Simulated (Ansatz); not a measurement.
# Band table of KBr (CsCl type)

```
K Br
1.0
     3.82665    0.00000    0.00000
     0.00000    3.82665    0.00000
     0.00000    0.00000    3.82665
K Br
1 1
Cartesian
  0.0000 0.0000 0.0000
  1.9133 1.9133 1.9133
```

The cell comes from a relaxation on PAW files under the same functional, begun from a prototype that needn't be the stable phase.

Computed with Ansatz 0.2.0; functional LDA, scalar-relativistic. Settings: a Γ-centred 11×11×11 k mesh, Fermi–Dirac smearing of 0.1 eV, no spin polarisation. Methods: LAPW: all electrons, basis error target 1 meV/atom.

Path points, in fractions of the reciprocal vectors: Γ (0.000, 0.000, 0.000), X (0.000, 0.500, 0.000), M (0.500, 0.500, 0.000), R (0.500, 0.500, 0.500). The distance column jumps between branches of the path. Levels in eV from the valence-band top; bands 11 to 19, counted from the lowest band of the run. The gap is 4.04 eV, the pressure 0.03 GPa.

```
# k(1/Å) point b11 b12 b13 b14 b15 b16 b17 b18 b19
0.000 Γ -13.23 -11.75 -11.75 -11.75 -0.32 -0.32 -0.32 4.04 5.32
0.117 - -13.24 -11.75 -11.75 -11.74 -0.49 -0.32 -0.32 4.20 5.36
0.235 - -13.27 -11.74 -11.74 -11.72 -0.91 -0.33 -0.33 4.59 5.50
0.352 - -13.30 -11.73 -11.73 -11.68 -1.40 -0.33 -0.33 5.08 5.71
0.469 - -13.34 -11.72 -11.72 -11.63 -1.87 -0.34 -0.34 5.63 6.01
0.586 - -13.37 -11.72 -11.72 -11.59 -2.25 -0.34 -0.34 6.17 6.35
0.704 - -13.40 -11.71 -11.71 -11.56 -2.49 -0.34 -0.34 6.62 6.69
0.821 X -13.40 -11.71 -11.71 -11.55 -2.57 -0.35 -0.35 6.81 6.85
0.938 - -13.39 -11.73 -11.71 -11.56 -2.54 -0.44 -0.33 6.84 6.85
1.056 - -13.33 -11.77 -11.70 -11.61 -2.43 -0.67 -0.29 6.68 6.88
1.173 - -13.24 -11.83 -11.70 -11.68 -2.28 -0.98 -0.22 6.26 6.80
1.290 - -13.12 -11.90 -11.78 -11.69 -2.10 -1.29 -0.14 5.75 6.65
1.407 - -13.00 -11.96 -11.89 -11.69 -1.93 -1.54 -0.07 5.30 6.50
1.525 - -12.90 -12.00 -11.98 -11.68 -1.80 -1.70 -0.02 5.00 6.40
1.642 M -12.86 -12.01 -12.01 -11.68 -1.76 -1.76 0.00 4.89 6.36
1.808 - -12.94 -12.00 -11.93 -11.68 -1.78 -1.71 -0.04 5.10 6.43
1.974 - -13.08 -11.96 -11.77 -11.69 -1.81 -1.56 -0.12 5.61 6.53
2.140 - -13.20 -11.91 -11.70 -11.65 -1.72 -1.33 -0.22 6.09 6.39
2.305 - -13.26 -11.85 -11.72 -11.61 -1.44 -1.03 -0.29 5.77 6.27
2.471 - -13.27 -11.80 -11.73 -11.65 -1.01 -0.70 -0.32 5.06 5.86
2.637 - -13.25 -11.76 -11.75 -11.72 -0.54 -0.43 -0.32 4.35 5.46
2.803 Γ -13.23 -11.75 -11.75 -11.75 -0.32 -0.32 -0.32 4.04 5.32
3.006 - -13.25 -11.76 -11.76 -11.70 -0.58 -0.43 -0.43 4.51 5.60
3.209 - -13.26 -11.79 -11.79 -11.61 -1.03 -0.71 -0.71 5.54 6.32
3.412 - -13.19 -11.83 -11.83 -11.61 -1.30 -1.04 -1.04 6.68 7.08
3.616 - -13.03 -11.88 -11.88 -11.72 -1.41 -1.38 -1.38 7.16 7.35
3.819 - -12.83 -11.91 -11.91 -11.86 -1.68 -1.68 -1.57 6.79 7.36
4.022 - -12.70 -11.93 -11.93 -11.93 -1.88 -1.88 -1.82 7.12 7.43
4.225 R -12.66 -11.94 -11.94 -11.94 -1.95 -1.95 -1.95 7.48 7.48
4.391 - -12.68 -11.95 -11.93 -11.93 -1.93 -1.88 -1.84 7.19 7.42
4.557 - -12.76 -11.93 -11.91 -11.90 -1.91 -1.70 -1.56 6.71 7.26
4.723 - -12.91 -11.88 -11.87 -11.85 -1.96 -1.42 -1.19 6.49 7.08
4.888 - -13.09 -11.83 -11.80 -11.77 -2.11 -1.07 -0.83 6.70 6.95
5.054 - -13.25 -11.77 -11.75 -11.66 -2.32 -0.72 -0.55 6.88 7.18
5.220 - -13.37 -11.73 -11.72 -11.58 -2.50 -0.45 -0.40 6.85 6.91
5.386 X -13.40 -11.71 -11.71 -11.55 -2.57 -0.35 -0.35 6.81 6.85
6.547 R -12.66 -11.94 -11.94 -11.94 -1.95 -1.95 -1.95 7.48 7.48
6.664 - -12.67 -11.95 -11.95 -11.93 -1.94 -1.94 -1.87 7.28 7.49
6.782 - -12.70 -11.96 -11.96 -11.89 -1.91 -1.91 -1.66 6.79 7.52
6.899 - -12.74 -11.97 -11.97 -11.84 -1.87 -1.87 -1.32 6.21 7.59
7.016 - -12.78 -11.99 -11.99 -11.78 -1.83 -1.83 -0.90 5.67 7.68
7.133 - -12.82 -12.00 -12.00 -11.73 -1.79 -1.79 -0.47 5.25 7.12
7.251 - -12.85 -12.01 -12.01 -11.69 -1.77 -1.77 -0.13 4.98 6.57
7.368 M -12.86 -12.01 -12.01 -11.68 -1.76 -1.76 0.00 4.89 6.36
```
